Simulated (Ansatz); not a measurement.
# Os (fcc type) under strong compression

```
CELL_PARAMETERS angstrom
0.00000 1.92859 1.92859
1.92859 0.00000 1.92859
1.92859 1.92859 0.00000
ATOMIC_POSITIONS crystal
Os 0.00000 0.00000 0.00000
```

The cell comes from a relaxation on PAW files under the same functional, begun from a prototype that needn't be the stable phase.

Its volume is scaled at fixed shape and fractional positions.

All numbers are PBE results (scalar-relativistic) from Ansatz 0.2.0, with a Γ-centred 17×17×17 k mesh, Fermi–Dirac smearing of 0.1 eV, no spin polarisation. Methods: LAPW: all electrons, basis error target 1 meV/atom; PAW: frozen-core files, cutoff 420 eV; crystal datasets: all electrons, by PAW datasets that the program makes for each cell; norm-conserving: pseudopotentials, cutoff 1007 eV; PAW (cutoff 300 eV): frozen-core files, cutoff 300 eV.

Energies are extrapolated to zero smearing and count from the unscaled cell; pressure is positive in compression; gaps take the mesh and a band path. No temperature or zero-point motion is included.

Spin–orbit coupling is left out, which matters for the heavy atoms. The structure type is held throughout; the real material can change phase at far lower pressure.

| V/V0 | V (Å³/atom) | P LAPW (GPa) | ΔE LAPW (eV/atom) | P PAW − LAPW (GPa) | ΔE PAW − LAPW (meV/atom) |
| --- | --- | --- | --- | --- | --- |
| 1.00 | 14.35 | -0.03 | 0.000 | 0.00 | 0.0 |
| 0.92 | 13.20 | 39.4 | 0.129 | 0.09 | 0.3 |
| 0.84 | 12.05 | 102.0 | 0.617 | 0.28 | 1.6 |
| 0.76 | 10.90 | 201.8 | 1.676 | 0.64 | 4.8 |
| 0.68 | 9.76 | 363.0 | 3.651 | 1.33 | 11.6 |
| 0.60 | 8.61 | 630.5 | 7.126 | 2.67 | 25.4 |
| 0.52 | 7.46 | ? | ? | ? | ? |
| 0.45 | 6.46 | 1806 | 22.014 | 7.88 | 92.5 |

(1) Fit the Vinet equation to the LAPW pressures shown (residuals weighted by 1/(|P| + 0.03·Pmax)), and predict the pressure of the withheld row.

(2) At the smallest volume, how far do crystal datasets and norm-conserving and PAW (cutoff 300 eV) lie from LAPW in pressure?

(3) How do the Löwdin populations by LAPW change from the unscaled cell to the last row?

Answers

(1) The fit gives V0 = 14.35 Å³/atom, B0 = 383 GPa and B0′ = 4.91. At 7.46 Å³/atom, x = (V/V0)^(1/3) = 0.8041, and P = 3·B0·(1 − x)/x²·exp[1.5·(B0′ − 1)·(1 − x)] = 1098 GPa. The run itself gave 1093 GPa (+0.4 % off) and ΔE = 13.135 eV/atom.

(2) crystal datasets: 0.00 GPa; norm-conserving: +7.01 GPa; PAW (cutoff 300 eV): +7.88 GPa, on a LAPW pressure of 1806 GPa.

(3) Os 5s 1.98 → 1.88, Os 6s 0.97 → 0.67, Os 5p 6.00 → 5.95, Os 5d 6.88 → 7.41 electrons an atom. These are projections on the shells that the free atoms fill; 0.18 e a cell lies outside them at the start and 0.11 e at the end.
